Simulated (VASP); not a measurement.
# Dielectric function of AlP

Aim: the dielectric function of AlP for independent particles, and its static limit with local fields. The cell is of the zinc-blende type, one of the forms listed for this formula. The start is a cell from a database of measured crystal structures.

Program: VASP 6.6.1. Level of theory: PBE; plane waves and PAW (P, Al), in the first sound run; inputs show where later runs differ. Results are calculated unless marked as measured.

The database entry behind the starting cell differs from later determinations by our own check (0.1 to 0.3 % short, probably kX units), so it need not match the best structure at ambient conditions.

## (1) Set-up

The structure is cubic, space group F-43m (No. 216). Conventional cell: a = 5.451 Å, b = 5.451 Å, c = 5.451 Å, α = 90.00°, β = 90.00°, γ = 90.00°. Nearest to P lie 4 Al at 2.36 Å. Al has 4 P at 2.36 Å nearest. Farther neighbours are not listed.

## (2) Ground state

The ground state comes first.

The input, INCAR:

```
SYSTEM = AlP
PREC = Accurate
ENCUT = 400
EDIFF = 1E-07
NELM = 100
ISMEAR = 0
SIGMA = 0.05
LREAL = .FALSE.
ALGO = Normal
GGA = PE
NBANDS = 10
LORBIT = 11
LWAVE = .FALSE.
LCHARG = .FALSE.
KPAR = 4
```

The input, POSCAR:

```
AlP
1.0
    0.0000000000      2.7255000000      2.7255000000
    2.7255000000      0.0000000000      2.7255000000
    2.7255000000      2.7255000000      0.0000000000
P Al
1 1
Direct
    0.7500000000      0.7500000000      0.7500000000
    0.0000000000      0.0000000000      0.0000000000
```

The input, KPOINTS:

```
Automatic mesh
0
Gamma
7 7 7
0 0 0
```

PAW data sets: P and Al (PBE family, release 64).

On the command line:

```bash
$ mpirun -np 4 vasp_std
```

The program printed:

```text
[banner, memory and clock lines left out]
running    4 mpi-ranks, on    1 nodes
 distrk:  each k-point on    1 cores,    4 groups
 distr:  one band on    1 cores,    1 groups

 POSCAR found type information on POSCAR P Al
 POSCAR found :  2 types and       2 ions
 LDA part: xc-table for (Slater+PW92), standard interpolation
 POSCAR, INCAR and KPOINTS ok, starting setup
 FFT: planning ... GRIDC
 FFT: planning ... GRID_SOFT
 FFT: planning ... GRID
 WAVECAR not read
 entering main loop
       N       E                     dE             d eps       ncg     rms          rms(c)
DAV:   1     0.737165595168E+01    0.73717E+01   -0.27186E+03   416   0.482E+02
DAV:   2    -0.996475296021E+01   -0.17336E+02   -0.16485E+02   530   0.806E+01
DAV:   3    -0.107112115909E+02   -0.74646E+00   -0.74524E+00   486   0.160E+01
DAV:   4    -0.107172960764E+02   -0.60845E-02   -0.60840E-02   514   0.179E+00
DAV:   5    -0.107173708212E+02   -0.74745E-04   -0.74745E-04   502   0.172E-01    0.454E+00
DAV:   6    -0.104079961114E+02    0.30937E+00   -0.64499E-01   442   0.321E+00    0.291E+00
DAV:   7    -0.103639559032E+02    0.44040E-01   -0.22663E-01   476   0.208E+00    0.146E+00
DAV:   8    -0.103643623553E+02   -0.40645E-03   -0.15530E-02   442   0.655E-01    0.223E-01
DAV:   9    -0.103642995154E+02    0.62840E-04   -0.67126E-04   448   0.155E-01    0.924E-02
DAV:  10    -0.103644571345E+02   -0.15762E-03   -0.24467E-04   436   0.895E-02    0.118E-02
DAV:  11    -0.103644597586E+02   -0.26241E-05   -0.29220E-05   512   0.250E-02    0.106E-02
DAV:  12    -0.103644602929E+02   -0.53435E-06   -0.14393E-06   442   0.755E-03    0.422E-03
DAV:  13    -0.103644606530E+02   -0.36007E-06   -0.53683E-07   428   0.370E-03    0.211E-03
DAV:  14    -0.103644605987E+02    0.54347E-07   -0.19315E-08   212   0.790E-04
   1 F= -.10364461E+02 E0= -.10364461E+02  d E =-.163470E-14
```

It took 7.4 s on 4 MPI ranks of AMD EPYC 7R43, shared host; peak memory 0.42 GiB; 24 s of CPU time.

The logs omit lines about the potential files and the build; timing stands in the text.

Parts of OUTCAR (step 2):

```text
ion  position               nearest neighbor table
   1  0.750  0.750  0.750-   2 2.36   2 2.36   2 2.36   2 2.36
   2  0.000  0.000  0.000-   1 2.36   1 2.36   1 2.36   1 2.36

  LATTYP: Found a face centered cubic cell.
 ALAT       =     5.4510000000

 Subroutine GETGRP returns: Found 24 space group operations
 (whereof 24 operations were pure point group operations)

The static configuration has the point symmetry T_d .

 Found     20 irreducible k-points:

   k-points           NKPTS =     20   k-points in BZ     NKDIM =     20   number of bands    NBANDS=     10

   dimension x,y,z NGX =    28 NGY =   28 NGZ =   28
   dimension x,y,z NGXF=    56 NGYF=   56 NGZF=   56

   ENCUT  =  400.0 eV  29.40 Ry    5.42 a.u.   6.29  6.29  6.29*2*pi/ulx,y,z

   NELECT =       8.0000    total number of electrons

 k-points in reciprocal lattice and weights: Automatic mesh
   0.00000000  0.00000000  0.00000000       0.003
   0.14285714  0.00000000  0.00000000       0.023
   0.28571429  0.00000000  0.00000000       0.023
   0.42857143  0.00000000  0.00000000       0.023
   0.14285714  0.14285714  0.00000000       0.017
   0.28571429  0.14285714  0.00000000       0.070
   0.42857143  0.14285714  0.00000000       0.070
  -0.42857143  0.14285714  0.00000000       0.070
  -0.28571429  0.14285714  0.00000000       0.070
[...]
-0.42857143  0.42857143  0.14285714       0.070
  -0.28571429  0.42857143  0.14285714       0.070

 average (electrostatic) potential at core
       1 -82.5118       2 -74.9886

 E-fermi :   4.8812

 k-point     1 :       0.0000    0.0000    0.0000
  band No.  band energies     occupation
      1      -6.9066      2.00000
      2       4.6276      2.00000
      3       4.6276      2.00000
      4       4.6276      2.00000
      5       7.9757      0.00000
      6       9.1952      0.00000
      7       9.1952      0.00000
      8       9.1952      0.00000
      9      13.4684      0.00000
    ...

 k-point     2 :       0.1429    0.0000    0.0000
  band No.  band energies     occupation
      1      -6.6811      2.00000
      2       3.1282      2.00000
      3       4.4395      2.00000
      4       4.4395      2.00000
      5       8.3430      0.00000
      6       9.5469      0.00000
      7       9.5469      0.00000
      8       9.9753      0.00000
      9      12.9010      0.00000
    ...

 k-point     3 :       0.2857    0.0000    0.0000
  band No.  band energies     occupation
      1      -6.0629      2.00000
      2       0.9186      2.00000
      3       4.1036      2.00000
      4       4.1036      2.00000
      5       7.8484      0.00000
      6       9.7620      0.00000
      7       9.7620      0.00000
      8      12.0916      0.00000
      9      13.2323      0.00000
    ...

  Total        0.6695265      0.6695265      0.6695265      0.0000000      0.0000000      0.0000000
  in kB       26.4916996     26.4916996     26.4916996      0.0000000      0.0000000      0.0000000
  external PRESSURE =      26.4916996 kB  Pullay stress =       0.0000000 kB

  energy-cutoff  :      400.00
  volume of cell :       40.49
      direct lattice vectors                 reciprocal lattice vectors
     0.000000000  2.725500000  2.725500000    -0.183452578  0.183452578  0.183452578
     2.725500000  0.000000000  2.725500000     0.183452578 -0.183452578  0.183452578
     2.725500000  2.725500000  0.000000000     0.183452578  0.183452578 -0.183452578

 POSITION                                       TOTAL-FORCE (eV/Angst)
 -----------------------------------------------------------------------------------
      4.08825      4.08825      4.08825         0.000000      0.000000     -0.000000
      0.00000      0.00000      0.00000        -0.000000     -0.000000      0.000000
 -----------------------------------------------------------------------------------
    total drift:                                0.000000      0.000000      0.000000

  FREE ENERGIE OF THE ION-ELECTRON SYSTEM (eV)
  ---------------------------------------------------
  free  energy   TOTEN  =       -10.3644605987 eV

  energy  without entropy=      -10.3644605987  energy(sigma->0) =      -10.36446060

 total charge
# of ion       s       p       d       tot
------------------------------------------
    1        1.010   1.601   0.000   2.611
    2        0.396   0.388   0.000   0.784
--------------------------------------------------
tot          1.405   1.989   0.000   3.395

[... 3 further parts left out ...]
```

The gap is read on the k-mesh alone, so it is an upper bound where the band edges lie off the mesh.

This step gave:

```
free energy (TOTEN)            : -10.36 eV
Fermi energy                   : 4.881 eV
pressure                       : 2.649 GPa
gap on the k-mesh              : 1.698 eV
least direct gap on the k-mesh : 3.348 eV
```

The cell has a gap of 1.70 eV on this mesh and a pressure of +2.6 GPa, which holds the misfit of the given cell and coordinates with this functional, and any error of cutoff, mesh and data sets.

## (3) Spectrum

LOPTICS sums the direct transitions; the mesh is finer and NBANDS larger than for the ground state.

INCAR: that of step 2 with these lines changed.

```diff
@@ -10,4 +10,3 @@
 GGA = PE
-NBANDS = 10
-LORBIT = 11
+NBANDS = 24
 LWAVE = .FALSE.
@@ -15 +14,4 @@
 KPAR = 4
+LOPTICS = .TRUE.
+NEDOS = 2000
+CSHIFT = 0.15
```

POSCAR is that of step 2.

The input, KPOINTS:

```
Automatic mesh
0
Gamma
11 11 11
0 0 0
```

On the command line:

```bash
$ mpirun -np 4 vasp_std
```

The program printed:

```text
[... set-up lines as in an earlier step ...]
 entering main loop
       N       E                     dE             d eps       ncg     rms          rms(c)
DAV:   1     0.112606914421E+02    0.11261E+02   -0.21949E+03  2688   0.199E+02
DAV:   2    -0.100782900403E+02   -0.21339E+02   -0.20495E+02  3536   0.569E+01
DAV:   3    -0.107139636186E+02   -0.63567E+00   -0.63281E+00  3448   0.816E+00
DAV:   4    -0.107188597268E+02   -0.48961E-02   -0.48956E-02  3176   0.814E-01
DAV:   5    -0.107189413185E+02   -0.81592E-04   -0.81591E-04  3520   0.967E-02    0.454E+00
DAV:   6    -0.104103265439E+02    0.30861E+00   -0.37522E-01  3272   0.133E+00    0.292E+00
DAV:   7    -0.103664668622E+02    0.43860E-01   -0.15049E-01  3440   0.935E-01    0.138E+00
DAV:   8    -0.103671154519E+02   -0.64859E-03   -0.11673E-02  3120   0.283E-01    0.137E-01
DAV:   9    -0.103671436848E+02   -0.28233E-04   -0.50419E-04  3440   0.657E-02    0.687E-02
DAV:  10    -0.103672436397E+02   -0.99955E-04   -0.66365E-05  3184   0.227E-02    0.244E-02
DAV:  11    -0.103672736579E+02   -0.30018E-04   -0.31023E-05  3312   0.166E-02    0.174E-02
DAV:  12    -0.103672744820E+02   -0.82408E-06   -0.84043E-07  3400   0.302E-03    0.277E-03
DAV:  13    -0.103672747396E+02   -0.25753E-06   -0.19820E-07  3416   0.129E-03    0.271E-03
DAV:  14    -0.103672746674E+02    0.72167E-07   -0.14091E-08  2608   0.329E-04
   1 F= -.10367275E+02 E0= -.10367275E+02  d E =-.671590E-11
 optical routines
 imaginary and real dielectric function
 recalculating local potential from charge density
 direction            1
 direction            2
 direction            3
```

It took 27 s on 4 MPI ranks; peak memory 0.58 GiB.

OUTCAR, selected parts (step 3):

```text
The static configuration has the point symmetry T_d .

 Found     56 irreducible k-points:

   k-points           NKPTS =     56   k-points in BZ     NKDIM =     56   number of bands    NBANDS=     24

   NELECT =       8.0000    total number of electrons

 E-fermi :   4.8259

 k-point     1 :       0.0000    0.0000    0.0000
  band No.  band energies     occupation
      1      -6.9084      2.00000
      2       4.6255      2.00000
      3       4.6255      2.00000
      4       4.6255      2.00000
      5       7.9740      0.00000
      6       9.1945      0.00000
      7       9.1945      0.00000
      8       9.1945      0.00000
      9      13.4675      0.00000
    ...

 k-point     2 :       0.0909    0.0000    0.0000
  band No.  band energies     occupation
      1      -6.8161      2.00000
      2       3.8940      2.00000
      3       4.5424      2.00000
      4       4.5424      2.00000
      5       8.3376      0.00000
      6       9.3580      0.00000
      7       9.3580      0.00000
      8       9.4002      0.00000
      9      13.1528      0.00000
    ...

  Total        0.6661195      0.6661195      0.6661195      0.0000000      0.0000000      0.0000000
  in kB       26.3568926     26.3568926     26.3568926      0.0000000      0.0000000      0.0000000
  external PRESSURE =      26.3568926 kB  Pullay stress =       0.0000000 kB

 POSITION                                       TOTAL-FORCE (eV/Angst)
 -----------------------------------------------------------------------------------
      4.08825      4.08825      4.08825        -0.000000     -0.000000     -0.000000
      0.00000      0.00000      0.00000         0.000000      0.000000      0.000000
 -----------------------------------------------------------------------------------
    total drift:                                0.000000      0.000000      0.000000

  FREE ENERGIE OF THE ION-ELECTRON SYSTEM (eV)
  ---------------------------------------------------
  free  energy   TOTEN  =       -10.3672746674 eV

  energy  without entropy=      -10.3672746674  energy(sigma->0) =      -10.36727467

 plasma frequency squared (from intraband transitions) (eV^2)
  --------------------------------------------------------------------------------------
       0.000       0.000      -0.000
      -0.000       0.000       0.000
      -0.000      -0.000       0.000

[... 6 parts as in an earlier step ...]

[... 6 further parts left out ...]
```

These are independent-particle spectra without excitons or local fields, and fine structure depends on the mesh and on CSHIFT.

Numbers from this step:

```
free energy (TOTEN)            : -10.37 eV
Fermi energy                   : 4.826 eV
pressure                       : 2.636 GPa
gap on the k-mesh              : 1.623 eV
least direct gap on the k-mesh : 3.349 eV
```

Absorption under the direct gap is the tail of the CSHIFT broadening, and fine structure depends on the mesh. The imaginary dielectric function, xx by photon energy; read off at these points:

```
photon energy (eV)  imaginary dielectric function, xx
               0.0                                  0
               1.0                              0.109
               2.0                              0.307
               3.0                               1.11
               4.0                               15.0
               4.5                               26.1
               5.0                               19.1
               5.6                               16.9
               6.0                               8.65
               7.0                               5.12
               8.0                               3.69
               9.0                               2.25
              10.0                               1.57
              11.0                              0.823
              12.0                              0.650
              13.0                              0.367
              14.0                              0.401
              15.0                              0.272
              16.0                              0.243
              17.0                              0.205
              18.0                              0.113
              19.0                              0.105
              20.0                             0.0719
              21.0                             0.0697
              22.0                             0.0643
              23.0                             0.0459
              24.0                             0.0428
```

Table of real dielectric function, xx by photon energy:

```
photon energy (eV)  real dielectric function, xx
               0.0                          8.75
               0.5                          8.84
               1.0                          9.10
               1.5                          9.58
               2.0                          10.4
               2.5                          11.7
               3.0                          14.2
               3.5                          19.5
               4.0                          21.6
               4.5                          7.04
               5.0                         -1.88
               5.5                         -2.44
               6.0                         -6.83
               6.5                         -6.17
               7.0                         -4.14
               7.5                         -4.13
               8.0                         -4.49
               8.5                         -3.42
               9.0                         -2.63
               9.5                         -2.80
              10.0                         -1.94
              10.5                         -2.12
              11.0                         -1.51
              11.5                         -1.33
              12.0                         -1.18
              12.5                        -0.928
              13.0                        -0.737
              13.5                        -0.574
              14.0                        -0.436
              14.5                        -0.385
              15.0                        -0.282
              15.5                        -0.171
              16.0                        -0.100
              16.5                       -0.0390
              17.0                      -0.00189
              17.5                        0.0512
              18.0                         0.103
              18.5                         0.181
              19.0                         0.234
              19.5                         0.261
              20.0                         0.303
              20.5                         0.347
              21.0                         0.381
              21.5                         0.407
              22.0                         0.450
              22.5                         0.451
              23.0                         0.481
              23.5                         0.511
              24.0                         0.533
              24.5                         0.549
```

(Part 1 of 3 ends here.)

[Lines on the potential files, build, host, timing and source positions are cut from VASP's logs without a mark.]

[Logs are printed without paths, hosts, clocks, repeated set-up lines and the standing remarks that a program may print on its own settings, such as how far it seeks lower states.]

[Hosts, paths, dates, database ids (printed as entryN), source tags and the programs' standing remarks are cut or masked in the printed files.]
